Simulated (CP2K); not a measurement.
Wanted: the native input for a CP2K 2026.2 run.

```yaml
Task: single point
Functional: PBE
Potentials_or_basis: POTENTIAL_UZH Zr GTH-PBE-q12, B GTH-PBE-q3; TZVP-MOLOPT-PBE-GTH basis
Density_cutoff: 6123 eV
k_mesh: 10 × 10 × 8
Occupations: fermi-dirac, width 0.05 eV
Spin: no spin polarisation
SCF_solver: diagonalisation with k points
Quickstep_method: GPW
EPS_DEFAULT: 1.0E-10
EPS_SCF: 1.0E-6
MAX_SCF: 100
SCF_GUESS: ATOMIC
k_points_reduced_by_the_point_group: yes
Mesh_centred_on_Gamma: yes
CHOLESKY: OFF
EPS_EIGVAL: 1.0E-7
MIXING_METHOD: BROYDEN_MIXING
MIXING_ALPHA: 0.4
NBUFFER: 8
NGRIDS: 5
Basis_sets: Zr TZVP-MOLOPT-PBE-GTH-q12, B TZVP-MOLOPT-PBE-GTH-q3
Potentials: Zr GTH-PBE-q12 of POTENTIAL_UZH, B GTH-PBE-q3 of POTENTIAL_UZH
ADDED_MOS: "[15]"
REL_CUTOFF_Ry: 60 Ry
MIXING_BETA_1/bohr: 1.5 1/bohr
CUTOFF_of_the_grids: 450 Ry
```

ZrB2:

```
CELL_PARAMETERS angstrom
3.17000 0.00000 0.00000
-1.58500 2.74530 0.00000
0.00000 0.00000 3.53300
ATOMIC_POSITIONS crystal
Zr 0.00000 0.00000 0.00000
B 0.66667 0.33333 0.50000
B 0.33333 0.66667 0.50000
```

These files were run (other wordings do the same):

zrb2_scf.inp

```
&GLOBAL
  PROJECT zrb2_scf
  RUN_TYPE ENERGY_FORCE
  PRINT_LEVEL LOW
&END GLOBAL
&FORCE_EVAL
  METHOD QS
  STRESS_TENSOR ANALYTICAL
  &DFT
    BASIS_SET_FILE_NAME BASIS_MOLOPT_UZH
    POTENTIAL_FILE_NAME POTENTIAL_UZH
    &MGRID
      CUTOFF 450
      REL_CUTOFF 60
      NGRIDS 5
    &END MGRID
    &QS
      METHOD GPW
      EPS_DEFAULT 1.0E-10
    &END QS
    &KPOINTS
      SCHEME MONKHORST-PACK 10 10 8
      GAMMA_CENTERED T
      SYMMETRY T
      SYMMETRY_BACKEND SPGLIB
    &END KPOINTS
    &SCF
      SCF_GUESS ATOMIC
      EPS_SCF 1.0E-6
      MAX_SCF 100
      ADDED_MOS 15
      CHOLESKY OFF
      EPS_EIGVAL 1.0E-7
      &DIAGONALIZATION ON
        ALGORITHM STANDARD
      &END DIAGONALIZATION
      &MIXING ON
        METHOD BROYDEN_MIXING
        ALPHA 0.4
        BETA 1.5
        NBUFFER 8
      &END MIXING
      &SMEAR ON
        METHOD FERMI_DIRAC
        ELECTRONIC_TEMPERATURE 580.23
      &END SMEAR
    &END SCF
    &XC
      &XC_FUNCTIONAL PBE
      &END XC_FUNCTIONAL
    &END XC
    &PRINT
      &KPOINTS ON
      &END KPOINTS
      &MULLIKEN ON
      &END MULLIKEN
      &MO ON
        ENERGIES T
        OCCUPATION_NUMBERS T
        &EACH
          QS_SCF 0
        &END EACH
        ADD_LAST NUMERIC
      &END MO
      &LOWDIN ON
      &END LOWDIN
      &HIRSHFELD ON
        SHAPE_FUNCTION DENSITY
      &END HIRSHFELD
    &END PRINT
  &END DFT
  &SUBSYS
    &CELL
      ABC 3.1700000000 3.1700000000 3.5330000000
      ALPHA_BETA_GAMMA 90.0000000000 90.0000000000 120.0000000000
      PERIODIC XYZ
    &END CELL
    &COORD
      SCALED
      Zr  0.0000000000 0.0000000000 0.0000000000
      B   0.6666666667 0.3333333333 0.5000000000
      B   0.3333333333 0.6666666667 0.5000000000
    &END COORD
    &KIND Zr
      BASIS_SET TZVP-MOLOPT-PBE-GTH-q12
      POTENTIAL GTH-PBE-q12
    &END KIND
    &KIND B
      BASIS_SET TZVP-MOLOPT-PBE-GTH-q3
      POTENTIAL GTH-PBE-q3
    &END KIND
    &PRINT
      &ATOMIC_COORDINATES ON
      &END ATOMIC_COORDINATES
      &CELL ON
      &END CELL
    &END PRINT
  &END SUBSYS
  &PRINT
    &FORCES ON
    &END FORCES
    &STRESS_TENSOR ON
    &END STRESS_TENSOR
  &END PRINT
&END FORCE_EVAL
```

Potentials or basis: POTENTIAL_UZH Zr GTH-PBE-q12, B GTH-PBE-q3; TZVP-MOLOPT-PBE-GTH basis.

Run with:

```sh
$ OMP_NUM_THREADS=1 cp2k.psmp -i zrb2_scf.inp -o zrb2_scf.out
```

It gave:

| Item | Value |
| --- | --- |
| Pressure | 2.1 GPa |
| Band gap on the k mesh | none (metal or under the smearing width) |
| Mulliken charges | Zr +0.50; B -0.25 e |
| Hirshfeld charges | Zr +0.25; B -0.13 e |

Caveat: Mulliken charges move with the basis; the basis of atomic orbitals isn't converged, which shifts pressures, moduli and gaps.

It took 2.7 min on 1 thread of Arm Neoverse V1 (shared host), peak memory 0.41 GiB.
